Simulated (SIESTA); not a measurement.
# AlN (P6_3mc) in SIESTA: notebook, part 2 of 2

SIESTA 5.4.2. Earlier steps stand in the parts before.

### Step 4. Band structure, LDA

File AlN.fdf:

```
SystemName                      AlN
SystemLabel                     AlN
NumberOfSpecies                 2
NumberOfAtoms                   4
%block ChemicalSpeciesLabel
  1  13 Al
  2   7 N
%endblock ChemicalSpeciesLabel

LatticeConstant                 1.0 Ang
%block LatticeVectors
     3.1130000000     0.0000000000     0.0000000000
    -1.5565000000     2.6959370820     0.0000000000
     0.0000000000     0.0000000000     4.9810000000
%endblock LatticeVectors
AtomicCoordinatesFormat         Fractional
%block AtomicCoordinatesAndAtomicSpecies
     0.6666666667     0.3333333333     0.5000000000  1  Al
     0.3333333333     0.6666666667     0.0000000000  1  Al
     0.6666666667     0.3333333333     0.8800000000  2  N
     0.3333333333     0.6666666667     0.3800000000  2  N
%endblock AtomicCoordinatesAndAtomicSpecies

%block kgrid.MonkhorstPack
   10   0   0  0.0
    0  10   0  0.0
    0   0   6  0.0
%endblock kgrid.MonkhorstPack
XC.Functional                   LDA
XC.Authors                      PW92
PAO.BasisSize                   DZP
PAO.EnergyShift                 0.002 Ry
Mesh.Cutoff                     800 Ry
OccupationFunction              FD
ElectronicTemperature           0.05 eV
MaxSCFIterations                120
SCF.MustConverge                false
SCF.Mixer.Method                Pulay
SCF.Mixer.Weight                0.25
SCF.Mixer.History               8
SCF.DM.Tolerance                5.0e-05
SCF.H.Tolerance                 1.0e-03 eV
WriteForces                     true
Charge.Mulliken                 end
Charge.Hirshfeld                end
Charge.Voronoi                  end
SaveRho                         true
SaveElectrostaticPotential      true
BandLinesScale                  ReciprocalLatticeVectors
%block BandLines
    1    0.000000   0.000000   0.000000  \Gamma
   11    0.500000   0.000000   0.000000  M
    7    0.333333   0.333333   0.000000  K
   13    0.000000   0.000000   0.000000  \Gamma
    6    0.000000   0.000000   0.500000  A
   11    0.500000   0.000000   0.500000  L
    7    0.333333   0.333333   0.500000  H
   13    0.000000   0.000000   0.500000  A
    1    0.500000   0.000000   0.500000  L
    6    0.500000   0.000000   0.000000  M
    1    0.333333   0.333333   0.000000  K
    6    0.333333   0.333333   0.500000  H
%endblock BandLines
%block PAO.Basis
  Al 2
  n=3 0 2
    7.312 0.000
  n=3 1 2 P 1
    9.500 0.000
%endblock PAO.Basis
```

Potentials or basis: PseudoDojo 0.4 standard (LDA files), DZP (energy shift 0.002 Ry; radii capped at 9.5 bohr).

On the command line:

```sh
> siesta < AlN.fdf > AlN.out 2>&1
```

Wall time 3.4 min (1 thread of Arm Neoverse V2, shared host); peak memory 0.52 GiB.

The run converged. Its results:

```
Free energy             : -698.3228 eV
Pressure                : -3.6 GPa
Largest force           : 0.122 eV/Å
Band gap on the k mesh  : 4.43 eV, direct
Band gap along the path : 4.43 eV, direct
Hirshfeld charges       : Al +0.35; N -0.35 e
Voronoi charges         : Al +0.44; N -0.44 e
```

Forces in eV/Å, atoms in the order of the input:
```
Al   0.000  0.000 -0.122
Al   0.000  0.000 -0.122
N    0.000  0.000  0.122
N    0.000  0.000  0.122
```

Stress tensor (GPa, compression positive):
```
-4.31  0.00  0.00
 0.00 -4.31  0.00
 0.00  0.00 -2.19
```

Levels at the corners of the path, in eV from the valence-band top:
| point | band 4 | band 5 | band 6 | band 7 | band 8 | band 9 | band 10 | band 11 | band 12 | band 13 |
| --- | --- | --- | --- | --- | --- | --- | --- | --- | --- | --- |
| Γ | -0.88 | -0.88 | -0.24 | -0.24 | 0.00 | 4.43 | 6.68 | 10.90 | 10.93 | 10.93 |
| M | -4.23 | -3.43 | -2.15 | -1.86 | -0.73 | 5.65 | 5.66 | 8.34 | 10.20 | 10.76 |
| K | -3.85 | -3.85 | -2.50 | -2.47 | -2.47 | 4.88 | 8.21 | 9.66 | 9.66 | 11.59 |
| Γ | -0.88 | -0.88 | -0.24 | -0.24 | 0.00 | 4.43 | 6.68 | 10.90 | 10.93 | 10.93 |
| A | -3.37 | -0.57 | -0.57 | -0.57 | -0.57 | 6.61 | 6.61 | 10.37 | 10.37 | 11.33 |
| L | -5.71 | -1.52 | -1.52 | -1.43 | -1.43 | 5.22 | 5.22 | 9.19 | 9.19 | 11.85 |
| H | -4.94 | -3.94 | -3.94 | -0.86 | -0.86 | 7.32 | 7.32 | 7.79 | 7.79 | 11.85 |
| A | -3.37 | -0.57 | -0.57 | -0.57 | -0.57 | 6.61 | 6.61 | 10.37 | 10.37 | 11.33 |
| L | -5.71 | -1.52 | -1.52 | -1.43 | -1.43 | 5.22 | 5.22 | 9.19 | 9.19 | 11.85 |
| M | -4.23 | -3.43 | -2.15 | -1.86 | -0.73 | 5.65 | 5.66 | 8.34 | 10.20 | 10.76 |
| K | -3.85 | -3.85 | -2.50 | -2.47 | -2.47 | 4.88 | 8.21 | 9.66 | 9.66 | 11.59 |
| H | -4.94 | -3.94 | -3.94 | -0.86 | -0.86 | 7.32 | 7.32 | 7.79 | 7.79 | 11.85 |

Caveat: Mulliken charges of long-ranged orbitals can have an unphysical sign; the basis of atomic orbitals isn't converged, which shifts pressures, moduli and gaps.

### Step 5. Band structure, AM05

AlN.fdf, as its differences from that of step 4:

```diff
@@ -28,4 +28,4 @@
 %endblock kgrid.MonkhorstPack
-XC.Functional                   LDA
-XC.Authors                      PW92
+XC.Functional                   GGA
+XC.Authors                      AM05
 PAO.BasisSize                   DZP
@@ -44,6 +44,2 @@
 Charge.Mulliken                 end
-Charge.Hirshfeld                end
-Charge.Voronoi                  end
-SaveRho                         true
-SaveElectrostaticPotential      true
 BandLinesScale                  ReciprocalLatticeVectors
@@ -66,3 +62,3 @@
   n=3 0 2
-    7.312 0.000
+    7.297 0.000
   n=3 1 2 P 1
```

Potentials or basis: PseudoDojo 0.4 standard (PBEsol files), DZP (energy shift 0.002 Ry; radii capped at 9.5 bohr).

On the command line:

```sh
> siesta < AlN.fdf > AlN.out 2>&1
```

It took 3.5 min on 1 thread of Arm Neoverse V2, shared host; peak memory 0.52 GiB.

Results (log left out):

* Free energy: -692.7902 eV
* Pressure: 1.8 GPa
* Largest force: 0.140 eV/Å
* Band gap on the k mesh: 4.31 eV, direct
* Band gap along the path: 4.31 eV, direct

Forces in eV/Å, atoms in the order of the input:
```
Al   0.000  0.000 -0.140
Al   0.000  0.000 -0.140
N    0.000  0.000  0.140
N    0.000  0.000  0.140
```

Stress tensor (GPa, compression positive):
```
1.23 0.00 0.00
0.00 1.23 0.00
0.00 0.00 3.03
```

Levels at the corners of the path, in eV from the valence-band top:
| point | band 5 | band 6 | band 7 | band 8 | band 9 | band 10 | band 11 | band 12 |
| --- | --- | --- | --- | --- | --- | --- | --- | --- |
| Γ | -0.89 | -0.24 | -0.24 | 0.00 | 4.31 | 6.67 | 10.92 | 11.00 |
| M | -3.45 | -2.16 | -1.87 | -0.73 | 5.62 | 5.65 | 8.34 | 10.21 |
| K | -3.86 | -2.51 | -2.47 | -2.47 | 4.84 | 8.22 | 9.66 | 9.66 |
| Γ | -0.89 | -0.24 | -0.24 | 0.00 | 4.31 | 6.67 | 10.92 | 11.00 |
| A | -0.57 | -0.57 | -0.57 | -0.57 | 6.56 | 6.56 | 10.43 | 10.43 |
| L | -1.52 | -1.52 | -1.43 | -1.43 | 5.18 | 5.18 | 9.22 | 9.22 |
| H | -3.96 | -3.96 | -0.86 | -0.86 | 7.30 | 7.30 | 7.77 | 7.77 |
| A | -0.57 | -0.57 | -0.57 | -0.57 | 6.56 | 6.56 | 10.43 | 10.43 |
| L | -1.52 | -1.52 | -1.43 | -1.43 | 5.18 | 5.18 | 9.22 | 9.22 |
| M | -3.45 | -2.16 | -1.87 | -0.73 | 5.62 | 5.65 | 8.34 | 10.21 |
| K | -3.86 | -2.51 | -2.47 | -2.47 | 4.84 | 8.22 | 9.66 | 9.66 |
| H | -3.96 | -3.96 | -0.86 | -0.86 | 7.30 | 7.30 | 7.77 | 7.77 |

Caveat: the potentials were made for another functional, which shifts forces and pressure; the basis of atomic orbitals isn't converged, which shifts pressures, moduli and gaps.

### Step 6. Summary

```csv
level,potentials or basis,energy shift,gap on the mesh (eV),pressure (GPa),largest force (eV/Å)
PBE,"PseudoDojo 0.4 standard (PBE files), TZDP (energy shift 0.01 Ry)",0.01 Ry,4.38,5.0,0.13
PBE,"PseudoDojo 0.4 standard (PBE files), DZP (energy shift 0.002 Ry; radii capped at 9.5 bohr)",0.002 Ry,4.37,5.3,0.14
LDA,"PseudoDojo 0.4 standard (LDA files), DZP (energy shift 0.002 Ry; radii capped at 9.5 bohr)",0.002 Ry,4.43,-3.6,0.12
AM05,"PseudoDojo 0.4 standard (PBEsol files), DZP (energy shift 0.002 Ry; radii capped at 9.5 bohr)",0.002 Ry,4.31,1.8,0.14
```

Alike in all rows: task band structure; no spin polarisation; cell as given; k mesh 10 × 10 × 6; smearing fermi-dirac 0.05 eV; grid cutoff 800 Ry.

Caveats: the basis of atomic orbitals isn't converged, which shifts pressures, moduli and gaps; the potentials were made for another functional, which shifts forces and pressure (some runs).

Total energies depend on the potentials used, so only differences within one code and one set of settings carry meaning.

### Step 7. Comparison with measurements

Step 2. Against the measured gap of AlN, 6.0343 eV (an exciton energy, a little under the gap; 0 K; quoted in “Structural and optical properties of self-assembled AlN nanowires grown on SiO2/Si substrates by molecular beam epitaxy”, 2024, arxiv:2402.00216), the calculated 4.38 eV is off by -1.65 eV. 2 values of this kind are on record (6.034 to 6.0343 eV); this one was drawn at random. The value is that of PBE in an atomic basis (PseudoDojo 0.4 standard (PBE files), TZDP (energy shift 0.01 Ry)), whose error adds to the functional's,, without temperature or zero-point motion. Semilocal functionals fall short of measured gaps as a rule.

Step 3. Measured gap of AlN: 6.034 eV (an exciton energy, a little under the gap; 10 K; quoted in “Self-assembly of well-separated AlN nanowires directly on sputtered metallic TiN films”, 2019, arxiv:1910.07391). This calculation gives 4.37 eV (-1.67 eV). 2 values of this kind are on record (6.034 to 6.0343 eV); this one was drawn at random. The value is that of PBE in an atomic basis (PseudoDojo 0.4 standard (PBE files), DZP (energy shift 0.002 Ry; radii capped at 9.5 bohr)), whose error adds to the functional's,, without temperature or zero-point motion. Semilocal functionals fall short of measured gaps as a rule.

Step 4. Measured gap of AlN: 6.034 eV (an exciton energy, a little under the gap; 10 K; quoted in “Self-assembly of well-separated AlN nanowires directly on sputtered metallic TiN films”, 2019, arxiv:1910.07391). This calculation gives 4.43 eV (-1.60 eV). 2 values of this kind are on record (6.034 to 6.0343 eV); this one was drawn at random. The value is that of LDA in an atomic basis (PseudoDojo 0.4 standard (LDA files), DZP (energy shift 0.002 Ry; radii capped at 9.5 bohr)), whose error adds to the functional's,, without temperature or zero-point motion. Semilocal functionals fall short of measured gaps as a rule.

Step 5. Against the measured gap of AlN, 6.0343 eV (an exciton energy, a little under the gap; 0 K; quoted in “Structural and optical properties of self-assembled AlN nanowires grown on SiO2/Si substrates by molecular beam epitaxy”, 2024, arxiv:2402.00216), the calculated 4.31 eV is off by -1.72 eV. 2 values of this kind are on record (6.034 to 6.0343 eV); this one was drawn at random. The value is that of AM05 in an atomic basis (PseudoDojo 0.4 standard (PBEsol files), DZP (energy shift 0.002 Ry; radii capped at 9.5 bohr)), whose error adds to the functional's,, without temperature or zero-point motion. Semilocal functionals fall short of measured gaps as a rule.
